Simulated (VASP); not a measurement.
Here is a VASP 6.6.1 calculation.

INCAR

```
PREC = Accurate
ENCUT = 520
EDIFF = 1E-6
ISMEAR = 0
SIGMA = 0.05
LREAL = False
LASPH = True
NELM = 80
ALGO = Normal
ISIF = 2
LWAVE = False
LCHARG = False
METAGGA = R2SCAN
LMIXTAU = True
NBANDS = 12
```

The input KPOINTS:

```
regular mesh
0
Gamma
  14 14 14
```

Contents of POSCAR:

```
La
1.0
   -2.1224783329      2.1224783329      2.1224783329
    2.1224783329     -2.1224783329      2.1224783329
    2.1224783329      2.1224783329     -2.1224783329
La
1
Direct
    0.0000000000      0.0000000000      0.0000000000
```

Potentials or basis: VASP PAW PBE potentials, release 64 (La).

The run is started by

```bash
$ cat potpaw_PBE.64/La/POTCAR > POTCAR
$ mpirun -np 1 vasp_std > vasp.out
```

(1) Estimate the pressure.

(2) What does it give for the band gap on the k mesh?

Results:

(1) 0.0 GPa.

(2) none (metal or under the smearing width).

Caveat: the PAW data sets were made with another functional, which shifts forces and pressure a little.
